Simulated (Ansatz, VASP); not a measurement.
## Two plane-wave programs on Nb

The input INCAR:

```
AGGAC = 1.0
AGGAX = 1.0
ALDAC = 0.0
ALDAX = 1.0
ALGO = Normal
EDIFF = 1E-7
ENCUT = 520
GGA = B5
ISIF = 2
ISMEAR = -1
LASPH = True
LCHARG = False
LREAL = False
LWAVE = False
NBANDS = 12
NELM = 60
PREC = Accurate
SIGMA = 0.1
```

The input KPOINTS:

```
k-points
0
Gamma
  22 22 22
```

File POSCAR:

```
Nb
1.0
   -1.6058647377      1.6058647377      1.6058647377
    1.6058647377     -1.6058647377      1.6058647377
    1.6058647377      1.6058647377     -1.6058647377
Nb
1
Direct
    0.0000000000      0.0000000000      0.0000000000
```

Input for Ansatz:

```yaml
crystal:
  lattice:
    - [-1.6058647377, 1.6058647377, 1.6058647377]
    - [1.6058647377, -1.6058647377, 1.6058647377]
    - [1.6058647377, 1.6058647377, -1.6058647377]
  atoms:
    - { symbol: Nb, position: [0.0, 0.0, 0.0] }
hamiltonian:
  xc: blyp
  pseudopotentials:
    kind: paw
    azcp:
      Nb: "pseudopotentials/Nb.paw.azcp"
basis:
  ecutwfc: 420
  fft_grid_basis: typed
kpoints:
  mp_grid: { grid: [22, 22, 22], shift: [0, 0, 0] }
magnetization:
  spin_polarized: false
scf:
  occupations: { method: fermi_dirac, width: 0.1 }
output:
  stress: true
```

Alike in both runs: task single point; functional BLYP; k mesh 22 × 22 × 22; occupations fermi-dirac, width 0.1 eV; no spin polarisation.

|  | VASP | Ansatz |
| --- | --- | --- |
| version | VASP 6.6.1 | Ansatz 0.2.0 |
| potentials or method | VASP PAW PBE potentials, release 64 (Nb_sv) | plane waves (420 eV) with PAW, scalar-relativistic |
| plane-wave cutoff (eV) | 520 | 420 |
| valence electrons in the cell | 13 | 13 |

Ansatz gave:

| Property | Result |
| --- | --- |
| pressure (GPa) | 25.7 |

Q: What did VASP give for the same quantities?

A: Pressure (GPa): 25.6.

With one functional, cell and mesh, what is left measures potentials, basis and numerics.

Caveats: so large a pressure means that the cell lies far from this level's equilibrium, or that cutoff or potentials fall short (VASP); the potentials were made for another functional, which shifts forces and pressure (VASP).
